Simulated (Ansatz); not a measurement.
# Ni: the order of phases at one pressure, part 2 of 2

Aim: bring Ni in several structures (fcc, bcc, hcp, omega, diamond, beta tin) to one pressure and rank them by enthalpy. The pressure is set by scaling the first phase. Methods of the runs shown: LAPW. Companion runs by PAW are cited.

Ansatz 0.2.0; DFT PBE; a cell built from a prototype (fcc type), not taken from measurement.

**5. Omega relaxed under pressure, LAPW**

The input, input.yaml:

```yaml
crystal:
  lattice:
    - [3.1582351111, 0.0, 0.0]
    - [-1.5791175556, 2.7351118374, 0.0]
    - [0.0, 0.0, 1.8818093133]
  atoms:
    - { symbol: Ni, position: [0.0, 0.0, 0.0], spin: 1.0 }
    - { symbol: Ni, position: [0.3333333333, 0.6666666667, 0.5], spin: 1.0 }
    - { symbol: Ni, position: [0.6666666667, 0.3333333333, 0.5], spin: 1.0 }
magnetization:
  spin_polarized: true
kpoints:
  mp_grid: { grid: [12, 12, 16] }
scf:
  occupations: { method: fermi_dirac, width: 0.08 }
hamiltonian:
  xc: pbe
  pseudopotentials: { kind: all_electron, lapw: { basis_error: 0.0005 } }
output:
  forces: true
  stress: true
  eigenvalues: true
relax:
  f_tol: 0.005
  max_steps: 12
  cell: { p_target: 740.0, stress_tol: 0.37 }
```

On the command line:

```sh
$ ansatz run input.yaml --threads 2 --pin off --max-ram 7168MiB --backend cpu --events-out ev --progress --plain --runs-dir out
```

Log, cut to the lines that bear on the results:

```text
[...]
LAPW: plane waves up to 13.745 Å⁻¹, error target 5.0e-4 eV per atom; small_component_spin mean_spin; Ni in spheres of 0.884 Å, 26 of its electrons in bands, Dirac shells []
[...]
Pseudopotentials: kind: all_electron
Pseudopotential: Ni, LAPW, valence charge 26, Koelling and Harmon's equation, gaussian nucleus
Functional definition: PBE
[...]
Crystal: 3 atoms, lattice volume = 16.255 Å³
Basis set: ecut = 719.8314354203213 eV, 693 PW (Γ), exchange–correlation at level 2
Bands: 49, of which v1, the nominal top of the filled ones, is band 39 counted from 1 (38 counted from 0)
Symmetry: 24 space group operations
Space group: P6/mmm (ITA 191), of the structure as read, at distance tolerance 2.5e-5 Å
Magnetic group: BNS 191.233 (UNI 1463), of the structure as read, at distance tolerance 2.5e-5 Å
k-points: 171 of 2304
[...]
Starting moments: Σ|m| = 3 μB on 3 of 3 sites
[...]
SCF iter   1: F=—  HF=-124127.633407 eV  |F-HF|=—  |Δ(HF+E_count)|=         —  Δρ=5.23e-2 (↑5.23e-2 ↓4.89e-2)  dr2=1.84e-2  dr2_m=3.71e-1  M=1.532 μB ∫|m|=1.604 μB  β_m=0.30  ethr=2.34e-5  ⟨swp⟩=3.0  Hψ=113319  notcnv=0
[...]
the basis was enlarged: its passes take 1.3 MiB over the memory plan, 2 of 2 planned eigensolver slots
[...]
WARN: the starting moments were not kept: the SCF closed with an absolute magnetisation of 1.3e-5 μB, where they sum to 3 μB in size (3 sites). That is at most 0.1 of that sum. Measured as dr2_m measures the in/out step, that magnetisation stands 4.2e-11 eV from none, at or under the [...]
relax step   1: F+E_penalty+E_count = -124128.11038496 eV  Δ(F+E_penalty+E_count) = +0.000e0 eV  max|allowed force component| = 2.591e-16 eV/Å  Δτ_max = 0.0000 Å  P = +741.056 GPa  Ω = 16.255 Å³  (15 SCF iters, accepted)
[...]
relax step   2: F+E_penalty+E_count = -124128.14979062 eV  Δ(F+E_penalty+E_count) = -3.941e-2 eV  max|allowed force component| = 7.401e-17 eV/Å  Δτ_max = 0.0000 Å  P = +739.629 GPa  Ω = 16.264 Å³  (4 SCF iters, accepted)
[...]
```

**6. The output, continued: omega relaxed under pressure, LAPW**

Output, continued, cut to the lines that bear on the results:

```text
Basis set: ecut = 719.644924303208 eV, 693 PW (Γ), exchange–correlation at level 2
[...]
SCF iter   1: F=—  HF=-124128.139595 eV  |F-HF|=—  |Δ(HF+E_count)|=         —  Δρ=3.03e-6 (↑3.03e-6 ↓2.94e-6)  dr2=1.83e-9  dr2_m=6.80e-13  M=-0.000 μB ∫|m|=0.000 μB  β_m=0.65  ethr=3.65e-11 (applied; sched 1.10e-12)  ⟨swp⟩=4.7  Hψ=90296  notcnv=0
[...]
relax step   3: F+E_penalty+E_count = -124128.13959515 eV  Δ(F+E_penalty+E_count) = +1.020e-2 eV  max|allowed force component| = 1.850e-16 eV/Å  Δτ_max = 0.0000 Å  P = +740.000 GPa  Ω = 16.262 Å³  (2 SCF iters, accepted)
[...]
relax step   4: F+E_penalty+E_count = -124128.13959526 eV  Δ(F+E_penalty+E_count) = -1.096e-7 eV  max|allowed force component| = 1.850e-16 eV/Å  Δτ_max = 0.0000 Å  P = +739.999 GPa  Ω = 16.262 Å³  stress off target by 2.09e-2 GPa  SCF on the basis re-selected at this cell (its energy is [...]
  atom   3  Ni     0.00000000     0.00000000     0.00000000
[...]
--- Stress (GPa, compression-positive) ---
      739.987811      -0.000000       0.000000
       -0.000000     739.987811       0.000000
        0.000000       0.000000     740.020881
  P = ⅓ Tr σ = 739.9988 GPa (7399.988 kbar)
--- Band table (eV; the first three rows and the last of 342) ---
[...]
--- Relaxed structure (3 steps of the walk, 3 accepted, 1 SCFs on fresh bases) ---
  F+E_penalty+E_count = -124128.13959526 eV   max|allowed force component| = 1.850e-16 eV/Å   (the final SCF, on the basis selected at the relaxed cell)
  cell:  # Å, volume = 16.2616 Å³
    - [3.158605245656928, 2.8870761707157852e-11, 0.0]
    - [-1.5793026228534666, 2.735432383251252, 0.0]
    - [0.0, 0.0, 1.8820997490316957]
  atoms:
    - { symbol: Ni, position: [-1.5281040477225168e-38, -3.0562080953968084e-38, 0.0] }
    - { symbol: Ni, position: [0.3333333333333333, 0.6666666666666665, 0.4999999999999999] }
    - { symbol: Ni, position: [0.6666666666666666, 0.33333333333333326, 0.4999999999999999] }
```

Wall time 8 min (2 threads of Arm Neoverse V1, shared host); peak memory 2 GiB.

Relaxation path:

| step | energy from step 1 (eV/cell) | largest force component (eV/Å) | pressure (GPa) | volume (Å³) |
| --- | --- | --- | --- | --- |
| 1 | 0.0000 | 0.0000 | 741.06 | 16.26 |
| 2 | -0.0394 | 0.0000 | 739.63 | 16.26 |
| 3 | -0.0292 | 0.0000 | 740.00 | 16.26 |
| 4 | -0.0292 | 0.0000 | 740.00 | 16.26 |

Step 1 is the start. Step 4 repeats the geometry before on a plane-wave basis chosen anew for that cell, so the energy can jump there without any move; the table keeps such jumps.

| input's cell | before | after | change |
| --- | --- | --- | --- |
| a (Å) | 3.158 | 3.159 | +0.0 % |
| b (Å) | 3.158 | 3.159 | +0.0 % |
| c (Å) | 1.882 | 1.882 | +0.0 % |
| volume (Å³/atom) | 5.42 | 5.42 | +0.0 % |

Read from it: pressure 740.00 GPa; no gap.

**7. Diamond relaxed under pressure, LAPW**

The input, input.yaml:

```yaml
crystal:
  lattice:
    - [0.0, 1.8516070198, 1.8516070198]
    - [1.8516070198, 0.0, 1.8516070198]
    - [1.8516070198, 1.8516070198, 0.0]
  atoms:
    - { symbol: Ni, position: [-0.125, -0.125, -0.125], spin: 1.0 }
    - { symbol: Ni, position: [0.125, 0.125, 0.125], spin: 1.0 }
magnetization:
  spin_polarized: true
kpoints:
  mp_grid: { grid: [17, 17, 17] }
scf:
  occupations: { method: fermi_dirac, width: 0.08 }
hamiltonian:
  xc: pbe
  pseudopotentials: { kind: all_electron, lapw: { basis_error: 0.0005 } }
output:
  forces: true
  stress: true
  eigenvalues: true
relax:
  f_tol: 0.005
  max_steps: 12
  cell: { p_target: 740.0, stress_tol: 0.37 }
```

On the command line:

```sh
$ ansatz run input.yaml --threads 2 --pin off --max-ram 7168MiB --backend cpu --events-out ev --progress --plain --runs-dir out
```

Log, cut to the lines that bear on the results:

```text
[...]
LAPW: plane waves up to 15.766 Å⁻¹, error target 5.0e-4 eV per atom; small_component_spin mean_spin; Ni in spheres of 0.778 Å, 26 of its electrons in bands, Dirac shells []
[...]
[... 3 set-up lines as earlier in the session ...]
[...]
Crystal: 2 atoms, lattice volume = 12.696 Å³
Basis set: ecut = 947.0864936624806 eV, 869 PW (Γ), exchange–correlation at level 2
Bands: 33, of which v1, the nominal top of the filled ones, is band 26 counted from 1 (25 counted from 0)
[... 1 set-up line as earlier in the session ...]
Space group: Fd-3m (ITA 227), of the structure as read, at distance tolerance 2.3e-5 Å
Magnetic group: BNS 227.128 (UNI 1630), of the structure as read, at distance tolerance 2.3e-5 Å
k-points: 165 of 4913
[...]
Starting moments: Σ|m| = 2 μB on 2 of 2 sites
[...]
the search or the solves at the SCF's close seem to have found levels that the self-consistency loop had missed (the run counts 1). By its estimate they hold under 1e-12 electrons; where the run keeps them, the occupations were computed again with them
WARN: the starting moments were not kept: the SCF closed with an absolute magnetisation of 3.6e-6 μB, where they sum to 2 μB in size (2 sites). That is at most 0.1 of that sum. Measured as dr2_m measures the in/out step, that magnetisation stands 6.6e-12 eV from none, at or under the [...]
relax step   1: F+E_penalty+E_count = -82742.00699221 eV  Δ(F+E_penalty+E_count) = +0.000e0 eV  max|allowed force component| = 1.041e-17 eV/Å  Δτ_max = 0.0000 Å  P = +805.971 GPa  Ω = 12.696 Å³  (13 SCF iters, accepted)
[...]
relax step   2: F+E_penalty+E_count = -82744.39966009 eV  Δ(F+E_penalty+E_count) = -2.393e0 eV  max|allowed force component| = 1.342e-16 eV/Å  Δτ_max = 0.0000 Å  P = +707.974 GPa  Ω = 13.204 Å³  (7 SCF iters, accepted)
[...]
SCF iter   1: F=—  HF=-82743.631396 eV  |F-HF|=—  |Δ(HF+E_count)|=         —  Δρ=6.15e-4 (↑6.15e-4 ↓6.15e-4)  dr2=6.37e-5  dr2_m=1.28e-13  M=0.000 μB ∫|m|=0.000 μB  β_m=0.65  ethr=1.11e-7  ⟨swp⟩=4.0  Hψ=57189  notcnv=0
[...]
```

**8. The output, continued: diamond relaxed under pressure, LAPW**

Output, continued, cut to the lines that bear on the results:

```text
SCF iter   2: F=—  HF=-82743.631145 eV  |F-HF|=—  |Δ(HF+E_count)|=   2.51e-4  Δρ=2.50e-4 (↑2.50e-4 ↓2.50e-4)  dr2=2.21e-5  dr2_m=1.45e-14  M=0.000 μB ∫|m|=0.000 μB  β_m=0.36  ethr=1.11e-7  ⟨swp⟩=3.0  Hψ=34121  notcnv=0
[...]
the search or the solves at the SCF's close seem to have found levels that the self-consistency loop had missed (the run counts 1). By its estimate they hold under 1e-12 electrons; where the run keeps them, the occupations were computed again with them
[...]
relax step   3: F+E_penalty+E_count = -82743.63124294 eV  Δ(F+E_penalty+E_count) = +7.684e-1 eV  max|allowed force component| = 1.064e-16 eV/Å  Δτ_max = 0.0000 Å  P = +739.188 GPa  Ω = 13.033 Å³  (6 SCF iters, accepted)
[...]
--- Forces (eV/Å), atoms counted from 1 ---
  atom   1  Ni     0.00000000    -0.00000000    -0.00000000
  atom   2  Ni    -0.00000000     0.00000000     0.00000000
[...]
--- Stress (GPa, compression-positive) ---
      740.009119       0.000000      -0.000000
        0.000000     740.009119      -0.000000
       -0.000000      -0.000000     740.009119
  P = ⅓ Tr σ = 740.0091 GPa (7400.091 kbar)
--- Band table (eV; the first three rows and the last of 330) ---
[...]
--- Relaxed structure (4 steps of the walk, 4 accepted, 1 SCFs on fresh bases) ---
  F+E_penalty+E_count = -82743.61106876 eV   max|allowed force component| = 1.249e-16 eV/Å   (the final SCF, on the basis selected at the relaxed cell)
  cell:  # Å, volume = 13.0290 Å³
    - [3.1049923325457505e-34, 1.8676420903344768, 1.8676420903344768]
    - [1.8676420903344768, -3.3916070093961276e-34, 1.8676420903344768]
    - [1.8676420903344768, 1.8676420903344768, -2.4203017156254057e-34]
  atoms:
    - { symbol: Ni, position: [-0.125, -0.125, -0.125] }
    - { symbol: Ni, position: [0.125, 0.125, 0.125] }
```

Run time: 6 min. Hardware: 2 threads of Arm Neoverse V1, shared host; peak memory 1.4 GiB.

Relaxation path:

| step | energy from step 1 (eV/cell) | largest force component (eV/Å) | pressure (GPa) | volume (Å³) |
| --- | --- | --- | --- | --- |
| 1 | 0.0000 | 0.0000 | 805.97 | 12.70 |
| 2 | -2.3927 | 0.0000 | 707.97 | 13.20 |
| 3 | -1.6243 | 0.0000 | 739.19 | 13.03 |
| 4 | -1.6041 | 0.0000 | 740.01 | 13.03 |
| 5 | -1.6041 | 0.0000 | 740.01 | 13.03 |

Step 1 is the start. Step 5 repeats the geometry before on a plane-wave basis chosen anew for that cell, so the energy can jump there without any move; the table keeps such jumps.

| input's cell | before | after | change |
| --- | --- | --- | --- |
| a (Å) | 2.619 | 2.641 | +0.9 % |
| b (Å) | 2.619 | 2.641 | +0.9 % |
| c (Å) | 2.619 | 2.641 | +0.9 % |
| volume (Å³/atom) | 6.35 | 6.51 | +2.6 % |

Result: pressure 740.01 GPa; no gap.

**9. All runs together**

Rows by PAW come from runs of the same series that aren't printed here.

Enthalpy per atom, H = F + pV at p = 740 GPa, from each method's lowest phase:

```
method     start  space group, start → end  volume (Å³/atom)  pressure (GPa)  enthalpy (meV/atom)  largest moment (μB)
  LAPW       fcc             Fm-3m → Fm-3m             5.384           740.2                  0.0                 0.00
  LAPW       bcc             Im-3m → Im-3m             5.387           740.4                121.7                 0.00
  LAPW       hcp       P6_3/mmc → P6_3/mmc             5.390           739.9                 69.5                 0.15
  LAPW     omega           P6/mmm → P6/mmm             5.421           740.0                409.0                 0.00
  LAPW   diamond             Fd-3m → Fd-3m             6.514           740.0               9702.7                 0.00
   PAW       fcc             Fm-3m → Fm-3m             5.384           740.0                  0.0                 0.00
   PAW       bcc             Im-3m → Im-3m             5.387           740.0                119.3                 0.00
   PAW       hcp       P6_3/mmc → P6_3/mmc             5.390           740.0                 69.6                 0.12
   PAW  beta tin       I4_1/amd → I4_1/amd             5.573           740.0               1977.1                 0.00
   PAW     omega           P6/mmm → P6/mmm             5.418           740.0                405.7                 0.00
   PAW   diamond             Fd-3m → Fd-3m             6.348           740.0               9415.8                 0.00
```

**10. Summary of results**

This closing draws on all 2 parts.

| quantity | value |
| --- | --- |
| pressure | 740 GPa |
| lowest (LAPW) | fcc, 69.5 meV/atom under hcp |
| lowest (PAW) | fcc, 69.6 meV/atom under hcp |

**Reading.** By LAPW the order is fcc < hcp < bcc < omega < diamond. By PAW the order is fcc < hcp < bcc < omega < beta tin < diamond. Only these structures were tried, with electrons smeared by 0.08 eV and without vibrations, so the true ground state may be another. The k meshes differ between phases and weren't tested, which can move differences by some meV. The magnetic state is the one reached from the start moments in this cell; it needn't be the ground state.
